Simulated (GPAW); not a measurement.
# HfB2 (P6/mmm) in GPAW: convergence with plane-wave cutoff (eV)

Aim: find how far plane-wave cutoff (eV) must go before the results for HfB2 settle, at PBEsol+D3. This setting moves, with any that are tied to it; all else stays.

Program: GPAW 26.7.0. These are calculated values, not measurements. Logs are shortened: lines on timing, memory, paths and dates and some standing lists are left out, and cuts for length are marked. The log counts tension as positive stress, the text compression.

### 1 Starting point

The structure is hexagonal, space group P6/mmm (No. 191). Conventional cell: a = 3.140 Å, b = 3.140 Å, c = 3.480 Å, α = 90.00°, β = 90.00°, γ = 120.00°. Around Hf (site symmetry 6/mmm) lie 12 B at 2.51 Å. B (site symmetry -6m2) has 3 B at 1.81 Å as nearest neighbours.

### 2 With plane-wave cutoff (eV) 320

The input, run.py:

```python
import json
import numpy as np
import spglib
from ase.calculators.mixing import SumCalculator
from ase.constraints import FixSymmetry
from ase.filters import FrechetCellFilter
from ase.io import read, write
from ase.optimize import BFGS
from ase.stress import full_3x3_to_voigt_6_stress, voigt_6_to_full_3x3_strain, voigt_6_to_full_3x3_stress
from ase.units import GPa
from dftd3.ase import DFTD3
from gpaw import GPAW, PW, setup_paths

setup_paths.insert(0, '.')

atoms = read('HfB2.xyz')

calc = GPAW(mode=PW(320),
            xc='PBEsol',
            kpts={'size': (7, 7, 6), 'gamma': True},
            occupations={'name': 'fermi-dirac', 'width': 0.05},
            nbands=20,
            convergence={'density': 1e-06, 'eigenstates': 1e-09},
            maxiter=150,
            symmetry={'tolerance': 0.001},
            txt='gpaw.txt')
atoms.calc = SumCalculator([calc, DFTD3(method='pbesol', damping='d3zero')])
atoms.set_constraint(FixSymmetry(atoms))
BFGS(FrechetCellFilter(atoms), trajectory='relax.traj', logfile='-').run(fmax=0.005, steps=40)
atoms.set_constraint()
energy = atoms.get_potential_energy()
forces = atoms.get_forces()
stress = atoms.get_stress()
calc.write('gs.gpw')
write('result.traj', atoms)
print('Cell:', atoms.cell.cellpar().round(4))
print(atoms.get_scaled_positions().round(5))

gpts = tuple(int(n) for n in calc.get_number_of_grid_points())
cell = atoms.cell[:].T
dataset = spglib.get_symmetry((atoms.cell[:], atoms.get_scaled_positions(), atoms.numbers), symprec=1e-4)
rotations = [cell @ w @ np.linalg.inv(cell) for w in dataset['rotations']]
strains, clamped, relaxed = [], [], []
for v in [0, 2, 3]:
    for e in (-0.01, 0.01):
        voigt = np.zeros(6)
        voigt[v] = e
        F = voigt_6_to_full_3x3_strain(voigt)
        a = atoms.copy()
        a.set_cell(atoms.cell[:] @ F, scale_atoms=True)
        c = GPAW(mode=PW(320),
                 xc='PBEsol',
                 kpts={'size': (7, 7, 6), 'gamma': True},
                 occupations={'name': 'fermi-dirac', 'width': 0.05},
                 nbands=20,
                 convergence={'density': 1e-06, 'eigenstates': 1e-09},
                 maxiter=150,
                 symmetry={'tolerance': 0.001},
                 gpts=gpts,
                 txt=f'strain-{v}{e:+.3f}.txt')
        a.calc = SumCalculator([c, DFTD3(method='pbesol', damping='d3zero')])
        s0 = s1 = a.get_stress() - stress
        BFGS(a, logfile=None).run(fmax=0.003, steps=25)
        s1 = a.get_stress() - stress
        print(v, e, 'clamped', (s0 / GPa).round(3), 'relaxed', (s1 / GPa).round(3), flush=True)
        for R in rotations:  # images under the point group
            eps = R @ (F - np.eye(3)) @ R.T
            strains.append(full_3x3_to_voigt_6_stress(eps) * [1, 1, 1, 2, 2, 2])
            for s, rows in ((s0, clamped), (s1, relaxed)):
                rows.append(full_3x3_to_voigt_6_stress(R @ voigt_6_to_full_3x3_stress(s) @ R.T))

C0, C = (np.linalg.lstsq(np.array(strains), np.array(s), rcond=None)[0].T / GPa for s in (clamped, relaxed))
print('Clamped-ion Cij (GPa):')
print(C0.round(1))
print('Relaxed-ion Cij (GPa):')
print(C.round(1))
json.dump({'clamped': C0.tolist(), 'relaxed': C.tolist()}, open('elastic.json', 'w'))
```

The input, HfB2.xyz:

```xyz
3
Lattice="3.1400000000 0.0000000000 0.0000000000 -1.5700000000 2.7193197679 0.0000000000 0.0000000000 0.0000000000 3.4800000000" Properties=species:S:1:pos:R:3 pbc="T T T"
Hf     0.0000000000      0.0000000000      0.0000000000
B      1.5700000002      0.9064399225      1.7400000000
B     -0.0000000002      1.8128798454      1.7400000000
```

Potentials or basis: PAW data sets generated in the run's folder for this functional, pw.

Started as:

```
> gpaw-setup -f PBEsol B Hf
> OMP_NUM_THREADS=1 python run.py
```

Wall time 1.7 min (1 thread of Arm Neoverse V2, shared host); peak memory 0.24 GiB.

What came out:

```
Free energy                                  : -25.8309 eV
Relaxed volume                               : 9.45 Å³/atom
Relaxed cell                                 : a = 3.096 Å, b = 3.096 Å, c = 3.416 Å, α = 90.00°, β = 90.00°, γ = 120.00°
Space group after relaxing (to 0.05 Å)       : P6/mmm (No. 191)
Pressure after relaxing                      : -0.1 GPa
Band gap on the k mesh                       : none (metal or under the smearing width)
Voigt bulk modulus                           : 289 GPa
Bulk modulus (Hill)                          : 288 GPa
Shear modulus (Hill)                         : 277 GPa
Young's modulus                              : 629 GPa
Poisson's ratio (from the elastic constants) : 0.14
Dispersion energy per atom                   : -0.216 eV
```

### 3 With plane-wave cutoff (eV) 400

Changes to run.py since step 2:

```diff
@@ -17,3 +17,3 @@
 
-calc = GPAW(mode=PW(320),
+calc = GPAW(mode=PW(400),
             xc='PBEsol',
@@ -50,3 +50,3 @@
         a.set_cell(atoms.cell[:] @ F, scale_atoms=True)
-        c = GPAW(mode=PW(320),
+        c = GPAW(mode=PW(400),
                  xc='PBEsol',
```

HfB2.xyz is that of step 2.

Potentials or basis: PAW data sets generated in the run's folder for this functional, pw.

Started as:

```
> gpaw-setup -f PBEsol B Hf
> OMP_NUM_THREADS=1 python run.py
```

It took 2 min on 1 thread of Arm Neoverse V2, shared host; peak memory 0.27 GiB.

Results:

```yaml
Free_energy: -26.0743 eV
Relaxed_volume: 9.62 Å³/atom
Relaxed_cell: a = 3.113 Å, b = 3.113 Å, c = 3.437 Å, α = 90.00°, β = 90.00°, γ = 120.00°
Space_group_after_relaxing_to_0.05_Å: P6/mmm (No. 191)
Pressure_after_relaxing: -0.1 GPa
Band_gap_on_the_k_mesh: none (metal or under the smearing width)
Voigt_bulk_modulus: 278 GPa
Bulk_modulus_Hill: 277 GPa
Shear_modulus_Hill: 267 GPa
Young's_modulus: 607 GPa
Poisson's_ratio_from_the_elastic_constants: 0.13
Dispersion_energy_per_atom: -0.213 eV
```

### 4 With plane-wave cutoff (eV) 500

Changes to run.py since step 3:

```diff
@@ -17,3 +17,3 @@
 
-calc = GPAW(mode=PW(400),
+calc = GPAW(mode=PW(500),
             xc='PBEsol',
@@ -50,3 +50,3 @@
         a.set_cell(atoms.cell[:] @ F, scale_atoms=True)
-        c = GPAW(mode=PW(400),
+        c = GPAW(mode=PW(500),
                  xc='PBEsol',
```

HfB2.xyz is that of step 3.

Started as:

```
> gpaw-setup -f PBEsol B Hf
> OMP_NUM_THREADS=1 python run.py
```

Run time: 3.3 min. Hardware: 1 thread of Arm Neoverse V2, shared host; peak memory 0.32 GiB.

Results:

```yaml
Free_energy: -26.1131 eV
Relaxed_volume: 9.66 Å³/atom
Relaxed_cell: a = 3.118 Å, b = 3.118 Å, c = 3.443 Å, α = 90.00°, β = 90.00°, γ = 120.00°
Space_group_after_relaxing_to_0.05_Å: P6/mmm (No. 191)
Pressure_after_relaxing: 0.0 GPa
Band_gap_on_the_k_mesh: none (metal or under the smearing width)
Voigt_bulk_modulus: 275 GPa
Bulk_modulus_Hill: 274 GPa
Shear_modulus_Hill: 265 GPa
Young's_modulus: 601 GPa
Poisson's_ratio_from_the_elastic_constants: 0.13
Dispersion_energy_per_atom: -0.212 eV
```

### 5 With plane-wave cutoff (eV) 600

Changes to run.py since step 4:

```diff
@@ -17,3 +17,3 @@
 
-calc = GPAW(mode=PW(500),
+calc = GPAW(mode=PW(600),
             xc='PBEsol',
@@ -50,3 +50,3 @@
         a.set_cell(atoms.cell[:] @ F, scale_atoms=True)
-        c = GPAW(mode=PW(500),
+        c = GPAW(mode=PW(600),
                  xc='PBEsol',
```

HfB2.xyz is that of step 4.

Started as:

```
> gpaw-setup -f PBEsol B Hf
> OMP_NUM_THREADS=1 python run.py
```

It took 3.5 min on 1 thread of Arm Neoverse V2, shared host; peak memory 0.41 GiB.

It converged, with:

| Item | Value |
| --- | --- |
| Free energy | -26.1193 eV |
| Relaxed volume | 9.66 Å³/atom |
| Relaxed cell | a = 3.118 Å, b = 3.118 Å, c = 3.443 Å, α = 90.00°, β = 90.00°, γ = 120.00° |
| Space group after relaxing (to 0.05 Å) | P6/mmm (No. 191) |
| Pressure after relaxing | 0.0 GPa |
| Band gap on the k mesh | none (metal or under the smearing width) |
| Voigt bulk modulus | 274 GPa |
| Bulk modulus (Hill) | 274 GPa |
| Shear modulus (Hill) | 265 GPa |
| Young's modulus | 601 GPa |
| Poisson's ratio (from the elastic constants) | 0.13 |
| Dispersion energy per atom | -0.212 eV |

### 6 With plane-wave cutoff (eV) 700

Changes to run.py since step 5:

```diff
@@ -17,3 +17,3 @@
 
-calc = GPAW(mode=PW(600),
+calc = GPAW(mode=PW(700),
             xc='PBEsol',
@@ -50,3 +50,3 @@
         a.set_cell(atoms.cell[:] @ F, scale_atoms=True)
-        c = GPAW(mode=PW(600),
+        c = GPAW(mode=PW(700),
                  xc='PBEsol',
```

HfB2.xyz is that of step 5.

Potentials or basis: PAW data sets generated in the run's folder for this functional, pw.

Started as:

```
> gpaw-setup -f PBEsol B Hf
> OMP_NUM_THREADS=1 python run.py
```

Run time: 3.9 min. Hardware: 1 thread of Arm Neoverse V2, shared host; peak memory 0.42 GiB.

It converged, with:

* Free energy: -26.1270 eV
* Relaxed volume: 9.66 Å³/atom
* Relaxed cell: a = 3.117 Å, b = 3.117 Å, c = 3.442 Å, α = 90.00°, β = 90.00°, γ = 120.00°
* Space group after relaxing (to 0.05 Å): P6/mmm (No. 191)
* Pressure after relaxing: 0.0 GPa
* Band gap on the k mesh: none (metal or under the smearing width)
* Voigt bulk modulus: 275 GPa
* Bulk modulus (Hill): 274 GPa
* Shear modulus (Hill): 265 GPa
* Young's modulus: 601 GPa
* Poisson's ratio (from the elastic constants): 0.13
* Dispersion energy per atom: -0.212 eV

### 7 With plane-wave cutoff (eV) 800

Changes to run.py since step 6:

```diff
@@ -17,3 +17,3 @@
 
-calc = GPAW(mode=PW(700),
+calc = GPAW(mode=PW(800),
             xc='PBEsol',
@@ -50,3 +50,3 @@
         a.set_cell(atoms.cell[:] @ F, scale_atoms=True)
-        c = GPAW(mode=PW(700),
+        c = GPAW(mode=PW(800),
                  xc='PBEsol',
```

HfB2.xyz is that of step 6.

Started as:

```
> gpaw-setup -f PBEsol B Hf
> OMP_NUM_THREADS=1 python run.py
```

Run time: 5.4 min. Hardware: 1 thread of Arm Neoverse V2, shared host; peak memory 0.48 GiB.

The run converged. Its results:

* Free energy: -26.1351 eV
* Relaxed volume: 9.66 Å³/atom
* Relaxed cell: a = 3.117 Å, b = 3.117 Å, c = 3.442 Å, α = 90.00°, β = 90.00°, γ = 120.00°
* Space group after relaxing (to 0.05 Å): P6/mmm (No. 191)
* Pressure after relaxing: 0.0 GPa
* Band gap on the k mesh: none (metal or under the smearing width)
* Voigt bulk modulus: 274 GPa
* Bulk modulus (Hill): 274 GPa
* Shear modulus (Hill): 265 GPa
* Young's modulus: 601 GPa
* Poisson's ratio (from the elastic constants): 0.13
* Dispersion energy per atom: -0.212 eV

### 8 With plane-wave cutoff (eV) 960

Changes to run.py since step 7:

```diff
@@ -17,3 +17,3 @@
 
-calc = GPAW(mode=PW(800),
+calc = GPAW(mode=PW(960),
             xc='PBEsol',
@@ -50,3 +50,3 @@
         a.set_cell(atoms.cell[:] @ F, scale_atoms=True)
-        c = GPAW(mode=PW(800),
+        c = GPAW(mode=PW(960),
                  xc='PBEsol',
```

HfB2.xyz is that of step 7.

Potentials or basis: PAW data sets generated in the run's folder for this functional, pw.

Started as:

```
> gpaw-setup -f PBEsol B Hf
> OMP_NUM_THREADS=1 python run.py
```

gpaw.txt:

```text
__  _  _
 | _ |_)|_||  |
 |__||  | ||/\| - 26.7.0

Input parameters:
  mode=PW(ecut=960.0),
  convergence={'density': 1e-06, 'eigenstates': 1e-09},
  kpts=MonkhorstPack(size=(7, 7, 6), gamma=True),
  maxiter=150,
  nbands=20,
  occupations=Occupations(name='fermi-dirac', width=0.05),
  symmetry=Symmetry(tolerance=0.001),
  xc=XC(name='PBEsol')

Diagonalizing LCAO Hamiltonian
Converting LCAO to pw mode

         B  B

       Hf

Atoms  # Å, Bohr magnetons
|   | symbol |         x |        y |        z |    initial magnetic moments |
|---|--------|-----------|----------|----------|-----------------------------|
| 0 |     Hf |  0.000000 | 0.000000 | 0.000000 | ( 0.0000,  0.0000,  0.0000) |
| 1 |      B |  1.570000 | 0.906440 | 1.740000 | ( 0.0000,  0.0000,  0.0000) |
| 2 |      B | -0.000000 | 1.812880 | 1.740000 | ( 0.0000,  0.0000,  0.0000) |

Unit cell  # Å
| periodic |         x |        y |        z |  lengths |     angles |
|----------|-----------|----------|----------|----------|------------|
|      yes |  3.140000 | 0.000000 | 0.000000 | 3.140000 |  90.000000 |
|      yes | -1.570000 | 2.719320 | 0.000000 | 3.140000 |  90.000000 |
|      yes |  0.000000 | 0.000000 | 3.480000 | 3.480000 | 120.000000 |

Number of symmetries: 24
Symmetry operations  # r_c * U_cc + t_c -> r_c
|    | kind |            matrix            |
|----|------|------------------------------|
|  0 |  σ   |  1, 1, 0,  0,-1, 0,  0, 0, 1 |
|  1 |  C2  |  1, 1, 0,  0,-1, 0,  0, 0,-1 |
|  2 |  C6  |  1, 1, 0, -1, 0, 0,  0, 0, 1 |
|  3 |  S6  |  1, 1, 0, -1, 0, 0,  0, 0,-1 |
|  4 |  E   |  1, 0, 0,  0, 1, 0,  0, 0, 1 |
|  5 |  σ   |  1, 0, 0,  0, 1, 0,  0, 0,-1 |
|  6 |  σ   |  1, 0, 0, -1,-1, 0,  0, 0, 1 |
|  7 |  C2  |  1, 0, 0, -1,-1, 0,  0, 0,-1 |
|  8 |  σ   |  0, 1, 0,  1, 0, 0,  0, 0, 1 |
[... 202 lines left out ...]
No gap
No difference between direct/indirect transitions

Stress tensor  # eV/Ang^3
|         x |         y |        z |
|-----------|-----------|----------|
|  0.018690 | -0.000000 | 0.000000 |
[... 42 lines left out ...]
|  8 |  σ   |  0, 1, 0,  1, 0, 0,  0, 0, 1 |
[... 200 lines left out ...]
No gap
No difference between direct/indirect transitions

Stress tensor  # eV/Ang^3
|        x |        y |        z |
|----------|----------|----------|
| 0.009253 | 0.000000 | 0.000000 |
| 0.000000 | 0.009253 | 0.000000 |
| 0.000000 | 0.000000 | 0.017458 |

Forces  # eV/Ang
|        x |        y |       z |
|----------|----------|---------|
| -0.00000 |  0.00000 | 0.00000 |  # Hf   0
| -0.00000 | -0.00000 | 0.00000 |  # B    1
|  0.00000 |  0.00000 | 0.00000 |  # B    2
[... 181 lines left out ...]
SCF iterations
|iter     | |      energy | eigst |  dens |
|---------|-|-------------|-------|-------|
|iter:   1| |  -25.512242 | -1.35 |       |
|iter:   2| |  -25.510850 | -4.41 | -2.16 |
|iter:   3| |  -25.504978c| -3.55 | -2.19 |
|iter:   4| |  -25.505136c| -4.92 | -2.87 |
|iter:   5| |  -25.505202c| -6.04 | -3.42 |
|iter:   6| |  -25.505215c| -6.97 | -3.80 |
|iter:   7| |  -25.505215c| -8.45 | -4.72 |
|iter:   8| |  -25.505215c| -9.26c| -5.58 |
|iter:   9| |  -25.505215c| -9.91c| -6.00c|

Converged in 9 steps
Energy contributions relative to reference atoms: (reference = -411094.090009)

Energy contributions:
  Kinetic:          29.870435
  Coulomb:         -26.293613
  Zero:             -0.440971
  External:          0.000000
  Xc:              -28.639730
  Entropy:          -0.002672
  Spinorbit:         0.000000
  ----------------------------
  Free energy:     -25.506551
  Extrapolated:    -25.505215
[... 723 lines left out ...]
SCF iterations
|iter     | |      energy | eigst |  dens |
|---------|-|-------------|-------|-------|
|iter:   1| |  -25.506038 | -3.68 |       |
|iter:   2| |  -25.506037 | -7.07 | -3.47 |
|iter:   3| |  -25.506031c| -6.63 | -3.50 |
|iter:   4| |  -25.506030c| -7.95 | -4.15 |
|iter:   5| |  -25.506030c| -9.37c| -4.83 |
|iter:   6| |  -25.506030c| -9.57c| -5.36 |
|iter:   7| |  -25.506030c|-10.01c| -5.96 |
|iter:   8| |  -25.506030c|-10.99c| -6.73c|

Converged in 8 steps
Energy contributions relative to reference atoms: (reference = -411094.090009)

Energy contributions:
  Kinetic:          29.687874
  Coulomb:         -26.149210
  Zero:             -0.441017
  External:          0.000000
  Xc:              -28.602346
  Entropy:          -0.002663
  Spinorbit:         0.000000
  ----------------------------
  Free energy:     -25.507362
  Extrapolated:    -25.506030
[... 279 lines left out ...]
Stress tensor  # eV/Ang^3
|         x |         y |         z |
|-----------|-----------|-----------|
| -0.021510 |  0.000000 |  0.000000 |
|  0.000000 | -0.021510 |  0.000000 |
|  0.000000 |  0.000000 | -0.017135 |

Forces  # eV/Ang
|       x |        y |       z |
|---------|----------|---------|
| 0.00000 |  0.00000 | 0.00000 |  # Hf   0
| 0.00000 |  0.00000 | 0.00000 |  # B    1
| 0.00000 | -0.00000 | 0.00000 |  # B    2

# Writing to gs.gpw (mode='')
```

strain-0-0.010.txt:

```text
SCF iterations
|iter     | |      energy | eigst |  dens |
|---------|-|-------------|-------|-------|
|iter:   1| |  -26.682253 | -0.02 |       |
|iter:   2| |  -26.390462 | -2.52 | -0.98 |
|iter:   3| |  -25.474056 | -1.52 | -1.04 |
|iter:   4| |  -25.486675 | -3.20 | -1.80 |
|iter:   5| |  -25.493321 | -3.93 | -2.13 |
|iter:   6| |  -25.493446c| -5.16 | -2.97 |
[... 49 lines left out ...]
Stress tensor  # eV/Ang^3
|         x |         y |         z |
|-----------|-----------|-----------|
| -0.063280 |  0.000000 |  0.000000 |
|  0.000000 | -0.025937 |  0.000000 |
|  0.000000 |  0.000000 | -0.026493 |

Forces  # eV/Ang
|        x |        y |       z |
|----------|----------|---------|
| -0.00000 |  0.00000 | 0.00000 |  # Hf   0
|  0.00000 |  0.01706 | 0.00000 |  # B    1
|  0.00000 | -0.01706 | 0.00000 |  # B    2
```

Run time: 6.4 min. Hardware: 1 thread of Arm Neoverse V2, shared host; peak memory 0.55 GiB.

Results:

```
Free energy                                  : -26.1430 eV
Relaxed volume                               : 9.66 Å³/atom
Relaxed cell                                 : a = 3.117 Å, b = 3.117 Å, c = 3.443 Å, α = 90.00°, β = 90.00°, γ = 120.00°
Space group after relaxing (to 0.05 Å)       : P6/mmm (No. 191)
Pressure after relaxing                      : 0.0 GPa
Band gap on the k mesh                       : none (metal or under the smearing width)
Voigt bulk modulus                           : 274 GPa
Bulk modulus (Hill)                          : 274 GPa
Shear modulus (Hill)                         : 265 GPa
Young's modulus                              : 601 GPa
Poisson's ratio (from the elastic constants) : 0.13
Dispersion energy per atom                   : -0.212 eV
```

### 9 Result

```
plane-wave cutoff (eV)  energy less the tightest run, at zero smearing (meV/atom)  SCF cycles  CPU time (s)  peak memory (GiB)
                   320                                                     104.02          10           100               0.24
                   400                                                      22.90          10           120               0.27
                   500                                                       9.95          10           200               0.32
                   600                                                       7.90          10           210               0.41
                   700                                                       5.33          10           230               0.42
                   800                                                       2.63          10           320               0.48
                   960                                                       0.00          10           380               0.55
```

Not settled before the last step: the energy (to 1 meV/atom). The tightest run that finished is the yardstick and may itself not be fully converged.

Caveats: the density grid can change from cell to cell, which puts small steps into energies and stress; elastic constants of metals need much finer meshes, so these are rough; pairwise dispersion overbinds metals, which lowers pressure and volume.
